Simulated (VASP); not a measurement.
**BeTe in VASP: one cell, several levels of theory**

Aim: gap, levels, forces and stress of BeTe in the zincblende structure, under +3.0 % biaxial strain in x and y, free along z at fixed geometry. Runs: PBE, r2SCAN. The results are then set beside those of Ansatz 0.2.0 for the same cell.

Program: VASP 6.6.1. PAW datasets, plane waves. Computed at 0 K without zero-point motion; spin polarisation is off.

### 1 The system as given

The cell comes from an earlier relaxation with r2SCAN in another program, then strained, with the atoms relaxed again.

The symmetry is I-4m2 (No. 119, tetragonal); conventional cell a = 4.120 Å, c = 5.525 Å, 23.45 Å³ an atom. Around Be lie 4 Te at 2.48 Å; around Te lie 4 Be at 2.48 Å.

Structure file:

```cif
data_structure
_symmetry_space_group_name_H-M 'I-4m2'
_symmetry_Int_Tables_number 119
_cell_length_a 4.1203
_cell_length_b 4.1203
_cell_length_c 5.5247
_cell_angle_alpha 90.000
_cell_angle_beta 90.000
_cell_angle_gamma 90.000
_cell_volume 93.79
loop_
_atom_site_label
_atom_site_type_symbol
_atom_site_symmetry_multiplicity
_atom_site_Wyckoff_symbol
_atom_site_fract_x
_atom_site_fract_y
_atom_site_fract_z
_atom_site_occupancy
Be1 Be 2 a 0.00000 0.00000 0.00000 1
Te1 Te 2 c 0.00000 0.50000 0.25000 1
```

### 2 PBE at this geometry

Input file INCAR:

```
ENCUT = 520.000000
SIGMA = 0.020000
EDIFF = 1.00e-07
GGA = PE
PREC = Accurate
IBRION = -1
ISIF = 2
ISMEAR = -1
NBANDS = 11
NELM = 120
NSW = 0
LASPH = .TRUE.
LCHARG = .FALSE.
LWAVE = .FALSE.
LREAL = .FALSE.
```

Input file KPOINTS:

```
KPOINTS created by Atomic Simulation Environment
0
Gamma
8 8 8
0 0 0
```

Input file KPOINTS_OPT:

```
special points
6
Reciprocal
0.0000000000 0.0000000000 0.0000000000 1
-0.5000000000 -0.5000000000 0.0000000000 1
-0.3750000000 -0.3750000000 0.2500000000 1
-0.3750000000 0.0000000000 0.3750000000 1
0.0000000000 0.0000000000 0.5000000000 1
-0.5000000000 -0.2500000000 0.2500000000 1
```

Input file POSCAR:

```
Be Te
 1.0000000000000000
     0.0000000000000000    2.9134823310000000    2.7623335121000001
     2.9134823310000000    0.0000000000000000    2.7623335121000001
     2.9134823310000000    2.9134823310000000    0.0000000000000000
 Be  Te
   1   1
Cartesian
  0.0000000000000000  0.0000000000000000  0.0000000000000000
  1.4567411655000002  1.4567411655000002  1.3811667560500001
```

Potentials: the recommended PBE PAW datasets, 8 valence electrons in the neutral cell.

Command:

```
> mpirun -np 1 vasp_std
```

Standard output, without the iteration lines:

```text
POSCAR found type information on POSCAR BeTe
 POSCAR found :  2 types and       2 ions
 LDA part: xc-table for (Slater+PW92), standard interpolation
 POSCAR, INCAR and KPOINTS ok, starting setup
 FFT: planning ... GRIDC
 FFT: planning ... GRID_SOFT
 FFT: planning ... GRID
 WAVECAR not read
 entering main loop
 Start KPOINTS_OPT (optional k-point list driver)
k-point batch [1-6\6]
```

OSZICAR:

```text
N       E                     dE             d eps       ncg     rms          rms(c)
DAV:   1     0.193019123781E+02    0.19302E+02   -0.32118E+03  1298   0.584E+02
DAV:   2    -0.653954370119E+01   -0.25841E+02   -0.24908E+02  1751   0.888E+01
DAV:   3    -0.768651273178E+01   -0.11470E+01   -0.11440E+01  1721   0.198E+01
DAV:   4    -0.769890884888E+01   -0.12396E-01   -0.12395E-01  1564   0.240E+00
DAV:   5    -0.769914545746E+01   -0.23661E-03   -0.23661E-03  1689   0.324E-01    0.384E+00
DAV:   6    -0.762478158305E+01    0.74364E-01   -0.82106E-02  1490   0.114E+00    0.232E+00
DAV:   7    -0.760138368536E+01    0.23398E-01   -0.81673E-02  1523   0.125E+00    0.387E-01
DAV:   8    -0.760213789174E+01   -0.75421E-03   -0.51152E-03  1481   0.403E-01    0.669E-02
DAV:   9    -0.760237525082E+01   -0.23736E-03   -0.28574E-04  1571   0.997E-02    0.254E-02
DAV:  10    -0.760243345172E+01   -0.58201E-04   -0.70885E-05  1480   0.432E-02    0.135E-02
DAV:  11    -0.760243638384E+01   -0.29321E-05   -0.26533E-06  1675   0.976E-03    0.767E-03
DAV:  12    -0.760243813829E+01   -0.17544E-05   -0.36616E-06  1427   0.107E-02    0.335E-03
DAV:  13    -0.760243817816E+01   -0.39873E-07   -0.22614E-08  1547   0.107E-03
   1 F= -.76024382E+01 E0= -.76024382E+01  d E =-.147562E-10
       N       E                     dE             ncg
DAV:   1     0.111378848972E+04   -0.13797E+04      132
DAV:   2     0.951876682017E+03   -0.16191E+03      167
DAV:   3     0.943843083010E+03   -0.80336E+01      170
DAV:   4     0.943740565053E+03   -0.10252E+00      167
DAV:   5     0.943737959958E+03   -0.26051E-02      172
DAV:   6     0.943737884873E+03   -0.75085E-04      180
DAV:   7     0.943737883133E+03   -0.17397E-05      181
DAV:   8     0.943737883060E+03   -0.73623E-07      159
```

The lines after F= are the extra pass for the points of KPOINTS_OPT, at fixed density; their E is not a total energy.

From OUTCAR:

```text
k-points           NKPTS =     59   k-points in BZ     NKDIM =     59   number of bands    NBANDS=     11

   NELECT =       8.0000    total number of electrons

   dimension x,y,z NGX =    30 NGY =   30 NGZ =   32
   dimension x,y,z NGXF=    60 NGYF=   60 NGZF=   64

  energy-cutoff  :      520.00
  volume of cell :       46.90
      direct lattice vectors                 reciprocal lattice vectors
     0.000000000  2.913482331  2.762333512    -0.171615937  0.171615937  0.181006384
     2.913482331  0.000000000  2.762333512     0.171615937 -0.171615937  0.181006384
     2.913482331  2.913482331  0.000000000     0.171615937  0.171615937 -0.181006384

 k-points in reciprocal lattice and weights: KPOINTS created by Atomic Simulation Env
   0.00000000  0.00000000  0.00000000       0.002
   0.12500000 -0.00000000  0.00000000       0.016
   0.25000000 -0.00000000  0.00000000       0.016
   0.37500000 -0.00000000  0.00000000       0.016
   0.50000000 -0.00000000  0.00000000       0.008
   0.12500000  0.12500000  0.00000000       0.004
   0.25000000  0.12500000  0.00000000       0.016
   0.37500000  0.12500000  0.00000000       0.016
[... 51 more k-points ...]

 E-fermi :   5.0980

 k-point     1 :       0.0000    0.0000    0.0000
  band No.  band energies     occupation
      1      -7.4187      2.00000
      2       4.4802      2.00000
      3       4.4802      2.00000
      4       4.7290      2.00000
      5       8.0184      0.00000
      6       8.1557      0.00000
      7       8.2636      0.00000
      8       8.2636      0.00000
      9      12.8149      0.00000
     10      14.2150      0.00000
     11      15.1021      0.00000

 k-point     2 :       0.1250   -0.0000    0.0000
  band No.  band energies     occupation
      1      -7.2813      2.00000
      2       3.3056      2.00000
      3       4.2423      2.00000
      4       4.4620      2.00000
      5       7.9831      0.00000
      6       8.5154      0.00000
      7       8.5734      0.00000
      8       9.4165      0.00000
      9      13.2338      0.00000
     10      13.5062      0.00000
     11      14.0712      0.00000

 k-point     3 :       0.2500   -0.0000    0.0000
  band No.  band energies     occupation
      1      -6.9046      2.00000
      2       1.4113      2.00000
      3       3.7911      2.00000
      4       4.0965      2.00000
      5       7.7238      0.00000
      6       9.0054      0.00000
      7       9.0984      0.00000
      8      11.3445      0.00000
      9      13.3580      0.00000
     10      13.4511      0.00000
     11      13.9341      0.00000

 k-point     4 :       0.3750   -0.0000    0.0000
  band No.  band energies     occupation
      1      -6.4325      2.00000
      2      -0.0768      2.00000
      3       3.4388      2.00000
      4       3.8164      2.00000
      5       7.5150      0.00000
      6       9.0644      0.00000
      7       9.3742      0.00000
      8      12.3996      0.00000
      9      13.9153      0.00000
     10      14.6470      0.00000
     11      14.6697      0.00000

 k-point     5 :       0.5000   -0.0000    0.0000
  band No.  band energies     occupation
      1      -6.1909      2.00000
      2      -0.6679      2.00000
      3       3.3113      2.00000
      4       3.7159      2.00000
      5       7.4386      0.00000
      6       9.0192      0.00000
      7       9.4049      0.00000
      8      12.4168      0.00000
      9      15.1034      0.00000
     10      15.8710      0.00000
     11      16.1027      0.00000

 k-point     6 :       0.1250    0.1250    0.0000
  band No.  band energies     occupation
      1      -7.2217      2.00000
      2       3.6165      2.00000
      3       3.8500      2.00000
      4       3.8500      2.00000
      5       7.7449      0.00000
      6       9.0590      0.00000
      7       9.1444      0.00000
      8       9.1444      0.00000
      9      13.0940      0.00000
     10      13.8946      0.00000
     11      14.4727      0.00000

 k-point     7 :       0.2500    0.1250    0.0000
  band No.  band energies     occupation
      1      -6.9115      2.00000
      2       1.9535      2.00000
      3       3.3655      2.00000
      4       3.7116      2.00000
      5       7.7638      0.00000
      6       8.9587      0.00000
      7       9.7901      0.00000
      8      10.4001      0.00000
      9      13.1467      0.00000
     10      14.3954      0.00000
     11      14.4785      0.00000

[... the tables of k-points 8 to 59 left out ...]

  Total       -0.7416140     -0.7416140      0.0889466      0.0000000      0.0000000      0.0000000
  in kB      -25.3371401    -25.3371401      3.0388472      0.0000000      0.0000000      0.0000000
  external PRESSURE =     -15.8784776 kB  Pullay stress =       0.0000000 kB

 POSITION                                       TOTAL-FORCE (eV/Angst)
 -----------------------------------------------------------------------------------
      0.00000      0.00000      0.00000         0.000000      0.000000     -0.000000
      1.45674      1.45674      1.38117         0.000000      0.000000      0.000000
 -----------------------------------------------------------------------------------
    total drift:                                0.000000      0.000000     -0.000000

  FREE ENERGIE OF THE ION-ELECTRON SYSTEM (eV)
  ---------------------------------------------------
  free  energy   TOTEN  =        -7.6024381782 eV

  energy  without entropy=       -7.6024381781  energy(sigma->0) =       -7.60243818
```

Hardware: 1 MPI rank of Intel Xeon Platinum 8488C, shared host.

The levels at the points of KPOINTS_OPT are read from vasprun.xml.

Levels at the named points, in eV from the top of band v (v: the last filled band by count, c: the next):

| point | v−1 | v | c | c+1 |
| --- | --- | --- | --- | --- |
| Γ | -0.25 | 0.00 | 3.29 | 3.43 |
| X | -2.85 | -2.85 | 1.71 | 2.28 |
| U | -3.77 | -2.47 | 2.35 | 4.65 |
| K | -3.77 | -2.12 | 2.75 | 5.27 |
| L | -1.42 | -1.01 | 2.71 | 4.29 |
| W | -3.58 | -3.12 | 4.75 | 5.14 |

Gap with PBE: 1.71 eV, valence top at Γ, conduction bottom at X. Least direct gap: 3.29 eV. The pressure is -1.59 GPa; the forces vanish within 0.01 eV/Å.

### 3 r2SCAN at this geometry

Input file INCAR:

```
ENCUT = 520.000000
SIGMA = 0.010000
EDIFF = 1.00e-07
ALGO = Normal
METAGGA = R2SCAN
PREC = Accurate
IBRION = -1
ISIF = 2
ISMEAR = 0
NBANDS = 11
NELM = 120
NSW = 0
LASPH = .TRUE.
LCHARG = .FALSE.
LWAVE = .FALSE.
LREAL = .FALSE.
```

KPOINTS is that of step 2.

KPOINTS_OPT is that of step 2.

POSCAR is that of step 2.

Command:

```
> mpirun -np 1 vasp_std
```

Printed to the terminal (iteration lines stand in OSZICAR):

```text
POSCAR found type information on POSCAR BeTe
 POSCAR found :  2 types and       2 ions
 -----------------------------------------------------------------------------
|                                                                             |
|                                                                             |
|     You enforced a specific xc type in the INCAR file but a different       |
|     I HOPE YOU KNOW WHAT YOU ARE DOING!                                     |
|                                                                             |
 -----------------------------------------------------------------------------

 LDA part: xc-table for (None), standard interpolation
 POSCAR, INCAR and KPOINTS ok, starting setup
 FFT: planning ... GRIDC
 FFT: planning ... GRID_SOFT
 FFT: planning ... GRID
 WAVECAR not read
 entering main loop
 Start KPOINTS_OPT (optional k-point list driver)
k-point batch [1-6\6]
```

OSZICAR:

```text
N       E                     dE             d eps       ncg     rms          rms(c)
DAV:   1    -0.382142255899E+01   -0.38214E+01   -0.33209E+03  1298   0.601E+02
DAV:   2    -0.305535626402E+02   -0.26732E+02   -0.25754E+02  1711   0.917E+01
DAV:   3    -0.317453522355E+02   -0.11918E+01   -0.11887E+01  1718   0.207E+01
DAV:   4    -0.317565127163E+02   -0.11160E-01   -0.11160E-01  1563   0.233E+00
DAV:   5    -0.317566957292E+02   -0.18301E-03   -0.18301E-03  1662   0.296E-01    0.431E+00
DAV:   6    -0.306526602165E+02    0.11040E+01   -0.15724E-01  1379   0.259E+00    0.312E+00
DAV:   7    -0.306619724378E+02   -0.93122E-02   -0.13664E-01  1496   0.214E+00    0.363E-01
DAV:   8    -0.306598040040E+02    0.21684E-02   -0.78622E-03  1514   0.414E-01    0.391E-01
DAV:   9    -0.306604473472E+02   -0.64334E-03   -0.85352E-04  1522   0.198E-01    0.129E-01
DAV:  10    -0.306604880276E+02   -0.40680E-04   -0.13486E-04  1652   0.641E-02    0.292E-02
DAV:  11    -0.306604900583E+02   -0.20307E-05   -0.87183E-06  1537   0.240E-02    0.161E-02
DAV:  12    -0.306604909149E+02   -0.85661E-06   -0.42486E-07  1492   0.518E-03    0.370E-03
DAV:  13    -0.306604908805E+02    0.34367E-07   -0.23551E-07  1497   0.291E-03
   1 F= -.30660491E+02 E0= -.30660491E+02  d E =-.168535E-27
       N       E                     dE             ncg
DAV:   1     0.110609607038E+04   -0.13874E+04      132
DAV:   2     0.935883261314E+03   -0.17021E+03      159
DAV:   3     0.927650557051E+03   -0.82327E+01      173
DAV:   4     0.927555679592E+03   -0.94877E-01      153
DAV:   5     0.927553432055E+03   -0.22475E-02      181
DAV:   6     0.927553372678E+03   -0.59377E-04      152
DAV:   7     0.927553370738E+03   -0.19394E-05      181
DAV:   8     0.927553370659E+03   -0.79590E-07      153
```

From OUTCAR:

```text
k-points           NKPTS =     59   k-points in BZ     NKDIM =     59   number of bands    NBANDS=     11

   NELECT =       8.0000    total number of electrons

   dimension x,y,z NGX =    30 NGY =   30 NGZ =   32
   dimension x,y,z NGXF=    60 NGYF=   60 NGZF=   64

  energy-cutoff  :      520.00
  volume of cell :       46.90
      direct lattice vectors                 reciprocal lattice vectors
     0.000000000  2.913482331  2.762333512    -0.171615937  0.171615937  0.181006384
     2.913482331  0.000000000  2.762333512     0.171615937 -0.171615937  0.181006384
     2.913482331  2.913482331  0.000000000     0.171615937  0.171615937 -0.181006384

 k-points in reciprocal lattice and weights: KPOINTS created by Atomic Simulation Env
   0.00000000  0.00000000  0.00000000       0.002
   0.12500000 -0.00000000  0.00000000       0.016
   0.25000000 -0.00000000  0.00000000       0.016
   0.37500000 -0.00000000  0.00000000       0.016
   0.50000000 -0.00000000  0.00000000       0.008
   0.12500000  0.12500000  0.00000000       0.004
   0.25000000  0.12500000  0.00000000       0.016
   0.37500000  0.12500000  0.00000000       0.016
[... 51 more k-points ...]

 E-fermi :   4.6429

 k-point     1 :       0.0000    0.0000    0.0000
  band No.  band energies     occupation
      1      -8.0577      2.00000
      2       4.3112      2.00000
      3       4.3112      2.00000
      4       4.5704      2.00000
      5       8.4141      0.00000
      6       8.5114      0.00000
      7       8.5115      0.00000
      8       8.5139      0.00000
      9      13.3532      0.00000
     10      14.5436      0.00000
     11      15.4534      0.00000

 k-point     2 :       0.1250   -0.0000    0.0000
  band No.  band energies     occupation
      1      -7.9108      2.00000
      2       3.1294      2.00000
      3       4.0676      2.00000
      4       4.2984      2.00000
      5       8.3185      0.00000
      6       8.7933      0.00000
      7       8.8346      0.00000
      8       9.8258      0.00000
      9      13.8045      0.00000
     10      13.8634      0.00000
     11      14.4619      0.00000

 k-point     3 :       0.2500   -0.0000    0.0000
  band No.  band energies     occupation
      1      -7.5074      2.00000
      2       1.1554      2.00000
      3       3.6002      2.00000
      4       3.9228      2.00000
      5       8.0393      0.00000
      6       9.2817      0.00000
      7       9.3964      0.00000
      8      11.8480      0.00000
      9      13.8193      0.00000
     10      13.8323      0.00000
     11      14.4166      0.00000

 k-point     4 :       0.3750   -0.0000    0.0000
  band No.  band energies     occupation
      1      -6.9990      2.00000
      2      -0.4156      2.00000
      3       3.2320      2.00000
      4       3.6319      2.00000
      5       7.8154      0.00000
      6       9.3294      0.00000
      7       9.6724      0.00000
      8      12.9085      0.00000
      9      14.4573      0.00000
     10      15.1294      0.00000
     11      15.1824      0.00000

 k-point     5 :       0.5000   -0.0000    0.0000
  band No.  band energies     occupation
      1      -6.7371      2.00000
      2      -1.0442      2.00000
      3       3.0983      2.00000
      4       3.5269      2.00000
      5       7.7336      0.00000
      6       9.2761      0.00000
      7       9.6969      0.00000
      8      12.8995      0.00000
      9      15.6980      0.00000
     10      16.5307      0.00000
     11      16.7313      0.00000

 k-point     6 :       0.1250    0.1250    0.0000
  band No.  band energies     occupation
      1      -7.8472      2.00000
      2       3.4681      2.00000
      3       3.6653      2.00000
      4       3.6653      2.00000
      5       7.9854      0.00000
      6       9.4346      0.00000
      7       9.4346      0.00000
      8       9.5166      0.00000
      9      13.5560      0.00000
     10      14.4052      0.00000
     11      14.8178      0.00000

 k-point     7 :       0.2500    0.1250    0.0000
  band No.  band energies     occupation
      1      -7.5150      2.00000
      2       1.7250      2.00000
      3       3.1616      2.00000
      4       3.5356      2.00000
      5       8.0052      0.00000
      6       9.3184      0.00000
      7      10.1152      0.00000
      8      10.7697      0.00000
      9      13.6352      0.00000
     10      14.8767      0.00000
     11      14.9939      0.00000

[... the tables of k-points 8 to 59 left out ...]

  Total       -0.8254998     -0.8254998      0.0367936      0.0000000      0.0000000      0.0000000
  in kB      -28.2030891    -28.2030891      1.2570496      0.0000000      0.0000000      0.0000000
  external PRESSURE =     -18.3830429 kB  Pullay stress =       0.0000000 kB

 POSITION                                       TOTAL-FORCE (eV/Angst)
 -----------------------------------------------------------------------------------
      0.00000      0.00000      0.00000        -0.000000     -0.000000     -0.000000
      1.45674      1.45674      1.38117         0.000000      0.000000      0.000000
 -----------------------------------------------------------------------------------
    total drift:                                0.000004      0.000004      0.000051

  FREE ENERGIE OF THE ION-ELECTRON SYSTEM (eV)
  ---------------------------------------------------
  free  energy   TOTEN  =       -30.6604908805 eV

  energy  without entropy=      -30.6604908805  energy(sigma->0) =      -30.66049088
```

Hardware: 1 MPI rank of Intel Xeon Platinum 8488C, shared host.

The levels at the points of KPOINTS_OPT are read from vasprun.xml.

Near the gap, in eV above the top of the last filled band v; c is the band after it:

```csv
point,v−1,v,c,c+1
Γ,-0.26,0.00,3.84,3.94
X,-2.97,-2.97,2.06,2.58
U,-3.90,-2.57,2.70,5.09
K,-3.89,-2.20,3.13,5.76
L,-1.47,-1.04,3.16,4.71
W,-3.71,-3.22,5.18,5.62
```

r2SCAN gives an indirect gap of 2.06 eV, from Γ to X; the least direct gap is 3.84 eV. The pressure is -1.84 GPa; the forces vanish within 0.01 eV/Å.

### 4 Summary

```
 level  gap (eV)  pressure (GPa)  Ansatz: gap (eV)  Ansatz: pressure (GPa)
   PBE      1.71           -1.59              1.73                   -1.70
r2SCAN      2.06           -1.84              2.06                   -1.97
```

The gap runs from 1.71 eV (PBE) to 2.06 eV (r2SCAN). Spin-orbit coupling is left out, though the cell holds Te (Z = 52); in an element this heavy it can shift bands and gaps by tenths of an eV. The two programs agree on the gap within 0.02 eV, far less than the spread between functionals. Datasets and cutoffs are each program's own. VASP's cell holds 8 valence electrons and Ansatz's 18.
